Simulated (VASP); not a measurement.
# BN (Fmm2) in VASP: notebook, part 2 of 2

VASP 6.6.1. Earlier steps stand in the parts before.

## Step 4: Band structure, r2SCAN

Input file INCAR:

```
SYSTEM = BN
ALGO = Normal
EDIFF = 1E-7
ENCUT = 520
ISIF = 2
ISMEAR = 0
LASPH = .True.
LCHARG = .False.
LMIXTAU = .True.
LREAL = .False.
LWAVE = .False.
METAGGA = R2SCAN
NELM = 100
PREC = Accurate
SIGMA = 0.02
```

Input file KPOINTS:

```
k-points
0
Gamma
  12 12 12
  0 0 0
```

Input file POSCAR:

```
BN
1.0
    0.0000000000      3.4953158300      2.1660912400
    1.2516321000      0.0000000000      2.1660912400
    1.2516321000      3.4953158300      0.0000000000
N B
1 1
Direct
    0.6666513400      0.6666513400      0.3333486600
    0.0000486500      0.0000486500      0.9999513500
```

Input file KPOINTS_OPT:

```
path GYTZGXA1Y,TX1,XAZ,LG
20
line-mode
reciprocal
 0.0000000000  0.0000000000  0.0000000000  G
-0.5000000000 -0.5000000000  0.0000000000  Y

-0.5000000000 -0.5000000000  0.0000000000  Y
-1.0000000000 -0.5000000000 -0.5000000000  T

-1.0000000000 -0.5000000000 -0.5000000000  T
-0.5000000000  0.0000000000 -0.5000000000  Z

-0.5000000000  0.0000000000 -0.5000000000  Z
 0.0000000000  0.0000000000  0.0000000000  G

 0.0000000000  0.0000000000  0.0000000000  G
 0.0000000000 -0.3655286517 -0.3655286517  X

 0.0000000000 -0.3655286517 -0.3655286517  X
-0.5000000000 -0.6985850042 -0.1985850042  A1

-0.5000000000 -0.6985850042 -0.1985850042  A1
-0.5000000000 -0.5000000000  0.0000000000  Y

-1.0000000000 -0.5000000000 -0.5000000000  T
-1.0000000000 -0.6344713483 -0.6344713483  X1

 0.0000000000 -0.3655286517 -0.3655286517  X
-0.5000000000 -0.3014149958 -0.8014149958  A

-0.5000000000 -0.3014149958 -0.8014149958  A
-0.5000000000  0.0000000000 -0.5000000000  Z

-0.5000000000 -0.5000000000 -0.5000000000  L
 0.0000000000  0.0000000000  0.0000000000  G
```

Potentials or basis: VASP PAW PBE potentials, release 64 (N, B).

Command:

```
cat potpaw_PBE.64/N/POTCAR potpaw_PBE.64/B/POTCAR > POTCAR
mpirun -np 1 vasp_std > vasp.out
```

OUTCAR:

```text
SYSTEM = BN
   EDIFF = 1E-7
   ENCUT = 520
   ISIF = 2
   ISMEAR = 0
   LASPH = .True.
   LREAL = .False.
   METAGGA = R2SCAN
   NELM = 100
   PREC = Accurate

 ion  position               nearest neighbor table
   1  0.667  0.667  0.333-   2 1.44   2 1.44   2 1.44
   2  0.000  0.000  1.000-   1 1.44   1 1.44   1 1.44

  LATTYP: Found a face centered orthorhombic cell.
 ALAT       =     2.5032642000
 B/A-ratio  =     1.7306133647
 C/A-ratio  =     2.7926064137

  Lattice vectors:

 A1 = (   0.0000000000,   3.4953158300,   2.1660912400)
 A2 = (  -1.2516321000,   3.4953158300,   0.0000000000)
 A3 = (  -1.2516321000,   0.0000000000,   2.1660912400)

Analysis of symmetry for initial positions (statically):
=====================================================================
 Subroutine PRICEL returns:
 Original cell was already a primitive cell.

 Routine SETGRP: Setting up the symmetry group for a
 face centered orthorhombic supercell.

 Subroutine GETGRP returns: Found  4 space group operations
 (whereof  4 operations were pure point group operations)
 out of a pool of  8 trial point group operations.

The static configuration has the point symmetry C_2v.

Analysis of symmetry for dynamics (positions and initial velocities):
[... 161 lines left out ...]

 val. band max:        1.7268553285   @ k =   0.5000  -0.3333   0.1667
 cond. band min:       6.0807630707   @ k =   0.0000   0.5000   0.5000
 fundamental gap:      4.3539077422
 Fermi energy:         1.8804699879

 k-point     1 :       0.0000    0.0000    0.0000
  band No.  band energies     occupation
      1     -17.1476      2.00000
      2      -2.8715      2.00000
      3       0.2744      2.00000
      4       0.2822      2.00000
      5       6.9055      0.00000
      6      13.9816      0.00000
      7      14.0460      0.00000
      8      15.9688      0.00000
[... 243 lines left out ...]
 k-point    24 :      -0.4167    0.1667    0.0000
  band No.  band energies     occupation
      1     -13.6193      2.00000
      2      -7.2869      2.00000
      3      -4.0677      2.00000
      4       1.0760      2.00000
      5       7.0969      0.00000
      6      13.9712      0.00000
      7      15.8830      0.00000
      8      17.6312      0.00000

 [... further k-points ...]
[... 5 lines left out ...]
  --------------------------------------------------------------------------------------
  -------------------------------------------------------------------------------------
  Total       -0.0003640     -0.0415140     -0.0021344      0.0000000      0.0000000      0.0000000
  in kB       -0.0307699     -3.5094235     -0.1804307      0.0000000      0.0000000      0.0000000
  external PRESSURE =      -1.2402080 kB  Pullay stress =       0.0000000 kB

 VOLUME and BASIS-vectors are now :
 -----------------------------------------------------------------------------
  energy-cutoff  :      520.00
  volume of cell :       18.95
      direct lattice vectors                 reciprocal lattice vectors
     0.000000000  3.495315830  2.166091240    -0.399478409  0.143048590  0.230830535
     1.251632100  0.000000000  2.166091240     0.399478409 -0.143048590  0.230830535
     1.251632100  3.495315830  0.000000000     0.399478409  0.143048590 -0.230830535

 POSITION                                       TOTAL-FORCE (eV/Angst)
 -----------------------------------------------------------------------------------
      1.25163      3.49532      2.88806         0.000000      0.000000     -0.008555
      1.25163      3.49532      0.00021         0.000000      0.000000      0.008555
 -----------------------------------------------------------------------------------
    total drift:                                0.000000     -0.000019     -0.000089

  FREE ENERGIE OF THE ION-ELECTRON SYSTEM (eV)
  ---------------------------------------------------
  free  energy   TOTEN  =       -19.2954667180 eV

  energy  without entropy=      -19.2954667180  energy(sigma->0) =      -19.29546672
```

OSZICAR:

```text
N       E                     dE             d eps       ncg     rms          rms(c)
DAV:   1     0.107381275393E+02    0.10738E+02   -0.48893E+03  4592   0.955E+02
DAV:   2    -0.229306140155E+02   -0.33669E+02   -0.32331E+02  6280   0.176E+02
[... 16 lines left out ...]
DAV:  19    -0.192954667180E+02    0.39432E-08   -0.43396E-08  4504   0.260E-03
   1 F= -.19295467E+02 E0= -.19295467E+02  d E =-.312914E-30
       N       E                     dE             ncg
DAV:   1    -0.176205222438E+04   -0.70681E+05     3592
DAV:   2    -0.904738996570E+04   -0.72853E+04     4936
DAV:   3    -0.913783101208E+04   -0.90441E+02     4328
DAV:   4    -0.913801659967E+04   -0.18559E+00     5576
DAV:   5    -0.913801670836E+04   -0.10870E-03     4296
DAV:   6    -0.913801670861E+04   -0.24611E-06     5352
DAV:   7    -0.913801670861E+04   -0.62028E-09     4376
```

stdout:

```text
POSCAR found type information on POSCAR N B
 POSCAR found :  2 types and       2 ions
 scaLAPACK will be used
 -----------------------------------------------------------------------------
|                                                                             |
|                                                                             |
|     You enforced a specific xc type in the INCAR file but a different       |
|     I HOPE YOU KNOW WHAT YOU ARE DOING!                                     |
|                                                                             |
 -----------------------------------------------------------------------------

 LDA part: xc-table for (None), standard interpolation
 POSCAR, INCAR and KPOINTS ok, starting setup
 FFT: planning ... GRIDC
 FFT: planning ... GRID_SOFT
 FFT: planning ... GRID
 WAVECAR not read
 entering main loop
 Start KPOINTS_OPT (optional k-point list driver)
k-point batch [1-220\220]
```

Wall time 11 min (1 thread of AMD EPYC, shared host); peak memory 0.17 GiB.

What came out:

```yaml
Free_energy: -19.2955 eV
Pressure: -0.1 GPa
Largest_force: 0.009 eV/Å
Band_gap_on_the_k_mesh: 4.35 eV, indirect (least direct gap 5.23 eV)
Band_gap_along_the_path: 4.28 eV, indirect (least direct gap 5.23 eV)
```

Forces on the atoms (eV/Å):
```
N    0.000  0.000 -0.009
B    0.000  0.000  0.009
```

Levels at the corners of the path, in eV from the valence-band top:
| point | band 1 | band 2 | band 3 | band 4 | band 5 | band 6 | band 7 | band 8 |
| --- | --- | --- | --- | --- | --- | --- | --- | --- |
| Γ | -18.95 | -4.67 | -1.52 | -1.52 | 5.11 | 12.18 | 12.25 | 14.17 |
| Y | -15.71 | -9.52 | -4.44 | -0.58 | 6.44 | 9.99 | 12.70 | 14.30 |
| Y | -15.71 | -9.52 | -4.44 | -0.58 | 6.44 | 9.99 | 12.70 | 14.30 |
| T | -15.61 | -9.33 | -4.48 | -1.55 | 4.28 | 10.53 | 15.26 | 19.64 |
| T | -15.61 | -9.33 | -4.48 | -1.55 | 4.28 | 10.53 | 15.26 | 19.64 |
| Z | -18.75 | -6.36 | -1.54 | -1.51 | 10.16 | 12.13 | 12.21 | 12.63 |
| Z | -18.75 | -6.36 | -1.54 | -1.51 | 10.16 | 12.13 | 12.21 | 12.63 |
| Γ | -18.95 | -4.67 | -1.52 | -1.52 | 5.11 | 12.18 | 12.25 | 14.17 |
| Γ | -18.95 | -4.67 | -1.52 | -1.52 | 5.11 | 12.18 | 12.25 | 14.17 |
| X | -15.12 | -8.51 | -7.24 | -0.60 | 4.76 | 12.89 | 14.33 | 18.23 |
| X | -15.12 | -8.51 | -7.24 | -0.60 | 4.76 | 12.89 | 14.33 | 18.23 |
| A1 | -15.17 | -8.44 | -7.37 | -0.48 | 5.62 | 13.72 | 14.33 | 15.59 |
| A1 | -15.17 | -8.44 | -7.37 | -0.48 | 5.62 | 13.72 | 14.33 | 15.59 |
| Y | -15.71 | -9.52 | -4.44 | -0.58 | 6.44 | 9.99 | 12.70 | 14.30 |
| T | -15.61 | -9.33 | -4.48 | -1.55 | 4.28 | 10.53 | 15.26 | 19.64 |
| X1 | -15.12 | -8.51 | -7.24 | -0.60 | 4.76 | 12.89 | 14.33 | 18.23 |
| X | -15.12 | -8.51 | -7.24 | -0.60 | 4.76 | 12.89 | 14.33 | 18.23 |
| A | -15.17 | -8.44 | -7.37 | -0.48 | 5.62 | 13.72 | 14.33 | 15.59 |
| A | -15.17 | -8.44 | -7.37 | -0.48 | 5.62 | 13.72 | 14.33 | 15.59 |
| Z | -18.75 | -6.36 | -1.54 | -1.51 | 10.16 | 12.13 | 12.21 | 12.63 |
| L | -15.67 | -9.43 | -4.44 | -1.10 | 5.16 | 10.45 | 13.95 | 16.34 |
| Γ | -18.95 | -4.67 | -1.52 | -1.52 | 5.11 | 12.18 | 12.25 | 14.17 |

Caveat: the PAW data sets were made with another functional, which shifts forces and pressure a little. r2SCAN opens gaps a little over a GGA but as a rule still falls short of measured ones.

## Step 5: G0W0 quasiparticle levels, PBE

POSCAR is that of step 4.

Input file INCAR.step1:

```
  PREC = Accurate
  ENCUT = 450
  EDIFF = 1E-8
  ISMEAR = 0
  SIGMA = 0.01
  LREAL = F
  LASPH = T
  NELM = 100
  ALGO = Normal
  LWAVE = T
  LCHARG = F
  GGA = PE
```

Input file INCAR.step2:

```
  PREC = Accurate
  ENCUT = 450
  EDIFF = 1E-8
  ISMEAR = 0
  SIGMA = 0.01
  LREAL = F
  LASPH = T
  NELM = 1
  ALGO = Exact
  LWAVE = T
  LCHARG = F
  GGA = PE
  NBANDS = 107
  LOPTICS = T
  ISTART = 1
```

Input file INCAR.step3:

```
  PREC = Accurate
  ENCUT = 450
  EDIFF = 1E-8
  ISMEAR = 0
  SIGMA = 0.01
  LREAL = F
  LASPH = T
  ALGO = EVGW0
  LWAVE = F
  LCHARG = F
  GGA = PE
  NELMGW = 1
  NBANDS = 107
  ENCUTGW = 180
  NOMEGA = 50
  PRECFOCK = Fast
  ISTART = 1
  NBANDSGW = 12
```

Input file KPOINTS:

```
regular mesh
0
Gamma
  6 6 6
```

Potentials or basis: VASP PAW PBE potentials, release 64 (N_GW, B_GW).

Command:

```
cat potpaw_PBE.64/N_GW/POTCAR potpaw_PBE.64/B_GW/POTCAR > POTCAR
cp INCAR.step1 INCAR
mpirun -np 1 vasp_std > vasp.out
cp INCAR.step2 INCAR
mpirun -np 1 vasp_std > vasp.out
cp INCAR.step3 INCAR
mpirun -np 1 vasp_std > vasp.out
```

OUTCAR:

```text
PREC = Accurate
   ENCUT = 450
   EDIFF = 1E-8
   ISMEAR = 0
   LREAL = F
   LASPH = T
   GGA = PE
   NELMGW = 1
   ENCUTGW = 180
   PRECFOCK = Fast
   ISTART = 1

 ion  position               nearest neighbor table
   1  0.667  0.667  0.333-   2 1.44   2 1.44   2 1.44
   2  0.000  0.000  1.000-   1 1.44   1 1.44   1 1.44

  LATTYP: Found a face centered orthorhombic cell.
 ALAT       =     2.5032642000
 B/A-ratio  =     1.7306133647
 C/A-ratio  =     2.7926064137

  Lattice vectors:

 A1 = (   0.0000000000,   3.4953158300,   2.1660912400)
 A2 = (  -1.2516321000,   3.4953158300,   0.0000000000)
 A3 = (  -1.2516321000,   0.0000000000,   2.1660912400)

Analysis of symmetry for initial positions (statically):
=====================================================================
 Subroutine PRICEL returns:
 Original cell was already a primitive cell.

[... 165 lines left out ...]
   NELMHF              =     1    number of iterations in the inner HF iteration
   NKREDLFX            =     1    NKREDLFY  =   1   NKREDLFZ  =   1
 non-spin polarized calculation
 Gauss-broadening in eV      SIGMA  =   0.01
  energy-cutoff  :      450.00
  volume of cell :       18.95
 maximum number of plane-waves:       431
  NGX = 18; NGY = 10; NGZ = 16
   NGX = 15   NGY =  9   NGZ = 13
 maximum number of plane-waves:       110
 NGX is ok and might be reduce to    18

 QP shifts <psi_nk| G(iteration)W_0 |psi_nk>: iteration 1
 for sc-GW calculations column KS-energies equals QP-energies in previous step
 and V_xc(KS)=  KS-energies - (<T + V_ion + V_H > + <T+V_H+V_ion>^1  + <V_x>^1)

 k-point   1 :       0.0000    0.0000    0.0000
  band No.  KS-energies  QP-energies   sigma(KS)   V_xc(KS)     V^pw_x(r,r')   Z            occupation Imag(sigma)

      1     -15.8569     -17.8847     -18.7633     -15.9915     -26.6569       0.7316       2.0000       1.3066
      2      -2.4619      -3.7670     -15.9544     -14.1869     -19.3695       0.7384       2.0000       0.2094
      3       0.5941      -0.6627     -19.7600     -18.1811     -22.6263       0.7960       2.0000       0.1088
      4       0.6017      -0.6648     -19.7839     -18.1967     -22.6478       0.7979       2.0000       0.1088
      5       6.8796       7.0822      -7.7539      -7.9945      -3.9824       0.8419       0.0000      -0.0847
      6      13.5360      15.1748     -12.2348     -14.2642      -7.2201       0.8075       0.0000      -0.1115
      7      13.5958      15.2445     -12.2900     -14.3359      -7.2565       0.8058       0.0000      -0.1113
      8      15.0021      16.2938     -13.3387     -15.0958      -6.2770       0.7351       0.0000      -0.6799
      9      16.4450      17.5621     -12.4859     -13.9350      -6.5823       0.7709       0.0000      -0.2285
     10      27.6226      28.3970      -9.0371     -10.0112      -2.5866       0.7950       0.0000      -0.9750
     11      28.7939      29.5800      -8.4639      -9.4544      -1.9862       0.7937       0.0000      -0.9320
     12      30.4619      31.4139      -8.8861     -10.0308      -3.2064       0.8316       0.0000      -0.9630
[... 356 lines left out ...]
      1     -13.8457     -15.8303     -19.3056     -16.6530     -26.6716       0.7482       2.0000       1.1425
      2      -4.9863      -6.5997     -18.3349     -16.1669     -22.5525       0.7442       2.0000       0.2344
      3      -1.6530      -3.0565     -19.1691     -17.3673     -22.5266       0.7790       2.0000       0.1325
      4      -0.3516      -1.5764     -16.1222     -14.5284     -18.7601       0.7684       2.0000       0.1352
      5       9.2471      10.1581     -11.1549     -12.3126      -6.5290       0.7869       0.0000      -0.1326
      6      11.1134      11.8974      -9.9427     -10.9200      -5.1232       0.8022       0.0000      -0.1448
      7      13.4743      14.4018     -10.3641     -11.5085      -5.4613       0.8105       0.0000      -0.1591
      8      18.6110      19.4896     -10.1415     -11.2529      -4.4950       0.7905       0.0000      -0.4109
      9      20.6195      22.4516     -13.3198     -15.6620      -6.6040       0.7822       0.0000      -0.4860
     10      22.6921      23.5715      -9.6484     -10.7275      -3.4885       0.8150       0.0000      -0.6901
     11      25.2475      26.0392      -8.3524      -9.2924      -3.1029       0.8422       0.0000      -0.6373
     12      25.6955      26.6537      -9.3799     -10.5463      -3.2099       0.8215       0.0000      -0.7993

 [... further k-points ...]
```

OUTCAR.step2:

```text
PREC = Accurate
   ENCUT = 450
   EDIFF = 1E-8
   ISMEAR = 0
   LREAL = F
[... 1015 lines left out ...]
     0.00000     4.66012     2.79768     4.69369     0.00000     0.00000     0.00000
     2.30147     5.12274     2.87925     5.17274     0.00000     0.00000     0.00000
     4.60295     8.92337     3.27804     8.08886     0.00000     0.00000     0.00000
     6.90442    -2.60952     2.83562    -5.31166     0.00000     0.00000     0.00000
     9.20589     1.77039     6.41779     2.28795     0.00000     0.00000     0.00000
    11.50737     3.86246     0.43098     3.83123     0.00000     0.00000     0.00000
[... 92 lines left out ...]
   225.54436     0.98826     0.98832     0.98825     0.00000     0.00000     0.00000
   227.84583     0.98851     0.98857     0.98850     0.00000     0.00000     0.00000
```

Wall time 16 min (1 thread of Intel Xeon Platinum 8259CL at 2.50GHz (Skylake/Cascade Lake), shared host); peak memory 0.49 GiB.

What came out:

```yaml
Band_gap_on_the_k_mesh_mean-field_level: 3.85 eV, indirect (least direct gap 4.56 eV)
Quasiparticle_gap: 5.46 eV
Least_direct_quasiparticle_gap: 6.36 eV
```

Caveat: the k mesh is coarse (spacing up to 0.51 Å⁻¹), so the values aren't converged; the cutoff is under 1.25 times the usual one of these potentials, so pressure, stress and relaxed cells hold a basis-set (Pulay) error; bands, screening cutoff and mesh are small and nothing is extrapolated, so the quasiparticle values aren't converged. A k mesh can miss the band edges.

## Step 6: Overview

```csv
task,level,potentials or basis,k mesh,cutoff (eV),smearing,GW scheme,GW iterations,cutoff of the response function,frequency points,empty bands,mesh quality,gap on the mesh (eV),largest force (eV/Å)
band structure,PBE,"VASP PAW PBE potentials, release 64 (N_GW, B_GW)",12 × 12 × 12,450,gaussian 0.02 eV,-,-,-,-,-,not flagged,3.85,0.01
dielectric tensor,PBE,"VASP PAW PBE potentials, release 64 (N, B)",12 × 12 × 12,520,gaussian 0.02 eV,-,-,-,-,-,not flagged,3.84,-
band structure,r2SCAN,"VASP PAW PBE potentials, release 64 (N, B)",12 × 12 × 12,520,gaussian 0.02 eV,-,-,-,-,-,not flagged,4.35,0.01
G0W0 quasiparticle levels,PBE,"VASP PAW PBE potentials, release 64 (N_GW, B_GW)",6 × 6 × 6,450,gaussian 0.01 eV,G0W0,1,180,50,103,coarse,-,-
```

Alike in all rows: no spin polarisation; cell as given.

Caveats: some runs use coarse meshes; the cutoff is under 1.25 times the usual one of these potentials, so pressure, stress and relaxed cells hold a basis-set (Pulay) error (some runs); the PAW data sets were made with another functional, which shifts forces and pressure a little (some runs); bands, screening cutoff and mesh are small and nothing is extrapolated, so the quasiparticle values aren't converged (some runs).

Absolute energies hang on the potentials; compare differences alone.
